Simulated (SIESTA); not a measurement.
HfO2:

```
Hf O
1.0
     3.55802    0.00000    0.00000
     0.00000    3.55802    0.00000
     0.00000    0.00000    5.17186
Hf O
2 4
Direct
  0.00000 0.00000 0.00000
  0.50000 0.50000 0.50000
  0.00000 0.50000 0.19721
  0.50000 0.00000 0.30279
  0.50000 0.00000 0.80279
  0.00000 0.50000 0.69721
```

Measurements of this composition are mostly on another form, of space group No. 14.

- Program: SIESTA 5.4.2
- Task: single point
- Functional: PBE
- Potentials or basis: PseudoDojo 0.4 standard (PBE files)
- Basis: DZP (energy shift 0.003 Ry; two zetas on semicore shells)
- Grid cutoff: 800 Ry
- Energy shift: 0.003 Ry
- k mesh: 8 × 8 × 5
- Occupations: fermi-dirac, width 0.05 eV
- Spin: no spin polarisation

On this cell: pressure 12.7 GPa; largest force 0.301 eV/Å; band gap on the k mesh 4.60 eV, indirect (least direct gap 4.66 eV).

The same run follows on a disturbed copy (atoms moved at random, drawn with an rms of 0.05 Å):

```
Hf O
1.0
     3.55802    0.00000    0.00000
     0.00000    3.55802    0.00000
     0.00000    0.00000    5.17186
Hf O
2 4
Cartesian
  0.0074 0.0366 0.0563
  1.8257 1.7900 2.5569
  -0.0435 1.8045 1.0144
  1.7864 -0.0166 1.5335
  1.7568 0.0076 4.1894
  -0.0116 1.7633 3.5770
```

Q: What changes?

A: The energy moves by +23.2 meV/atom; pressure 14.2 GPa; largest force 1.718 eV/Å; band gap on the k mesh 4.37 eV, indirect (least direct gap 4.45 eV).

Forces on the atoms (eV/Å):
```
Hf  -0.329 -0.134 -1.680
Hf  -0.663 -0.336  1.133
O    0.249 -0.188  0.615
O   -0.298  0.705  0.261
O    0.465 -0.115 -0.694
O    0.576  0.067  0.369
```

Stress tensor (GPa, compression positive):
```
12.36 -0.20  0.25
-0.20 16.58 -0.48
 0.25 -0.48 13.64
```

Caveats: short orbitals over semicore shells can move pressures by several GPa; spin-orbit coupling is left out, which moves the levels of the heavy elements; an odd mesh through Γ misses points on the zone boundary, where band edges often lie; the basis of atomic orbitals isn't converged, which shifts pressures, moduli and gaps.
